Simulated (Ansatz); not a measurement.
CdS, DFT, PBE, all-electron LAPW, scalar-relativistic (Ansatz 0.2.0), run on 1 thread of Intel(R) Xeon(R) Platinum 8488C (Sapphire Rapids) on a shared host.

Structure from Materials Project entry mp-2469 (possibly hypothetical), not relaxed further. The listed cell was then made from it by scaling, straining or moving an atom.

Command: `ansatz run input.yaml --threads 1 --pin off --max-ram 3072MiB --backend cpu --events-out ev --progress --plain --runs-dir out`

```yaml
crystal:
  lattice:
    - [0.0, 2.9429534649, 2.9723829996]
    - [2.9429534649, 0.0, 2.9723829996]
    - [2.9429534649, 2.9429534649, 0.0]
  atoms:
    - { symbol: Cd, position: [0.0, 0.0, 0.0] }
    - { symbol: S, position: [0.75, 0.75, 0.75] }
kpoints:
  mp_grid: { grid: [7, 7, 7] }
  band_path:
    path:
      - [0.0, 0.0, 0.0]
      - [0.5, 0.0, 0.5]
      - [0.75, 0.25, 0.5]
      - [0.5, 0.5, 0.5]
      - [0.0, 0.0, 0.0]
      - [0.5, 0.5, 0.0]
      - [0.6274629938, 0.6274629938, 0.2549259876]
      - [0.3725370062, 0.3725370062, 0.7450740124]
      - [0.0, 0.0, 0.0]
    npoints: 5
scf:
  occupations: { method: fermi_dirac, width: 0.02 }
hamiltonian:
  xc: pbe
  pseudopotentials: { kind: all_electron, lapw: { basis_error: 0.0005 } }
output:
  forces: true
  stress: true
  eigenvalues: true
```

(1) How large is the problem that the program sets up?

(2) About how long does it take, and how much memory does it use?

Answers

(1) 40 irreducible k-points, 531 plane waves at Γ, 21 bands.

(2) 16 s of wall time for 7 SCF iterations, with a peak of 0.35 GiB. Times on shared machines scatter by tens of per cent.
